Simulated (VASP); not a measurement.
A run of VASP 6.6.1:

Contents of INCAR:

```
SYSTEM = In
PREC = Accurate
ENCUT = 600
EDIFF = 1E-6
ISMEAR = -1
SIGMA = 0.05
LREAL = .False.
LASPH = .True.
NELM = 80
ALGO = Normal
ISIF = 3
LWAVE = .False.
LCHARG = .False.
GGA = PS
IBRION = 2
NSW = 60
EDIFFG = -0.005
```

Contents of KPOINTS:

```
Automatic mesh
0
Gamma
  8 8 4
  0 0 0
```

The input POSCAR:

```
In
1.0
    3.3354847820      0.0000000000      0.0000000000
   -1.6677423910      2.8886145552      0.0000000000
    0.0000000000      0.0000000000      5.5091429200
In
2
Direct
    0.6666666667      0.3333333333      0.7500000000
    0.3333333333      0.6666666667      0.2500000000
```

Potentials or basis: VASP PAW PBE potentials, release 64 (In_d).

Command:

```console
$ cat potpaw_PBE.64/In_d/POTCAR > POTCAR
$ mpirun -np 1 vasp_std > vasp.out
```

Hardware: 1 thread of Intel(R) Xeon(R) Platinum 8259CL CPU @ 2.50GHz (Skylake/Cascade Lake), on a shared host.

Task: Estimate the wall time of this run.

Result: Run time: 3.9 min on 1 thread of Intel(R) Xeon(R) Platinum 8259CL CPU @ 2.50GHz (Skylake/Cascade Lake) (shared host), peak memory 0.21 GiB. Counts: scf iterations 103, k points 30, ion steps 15.
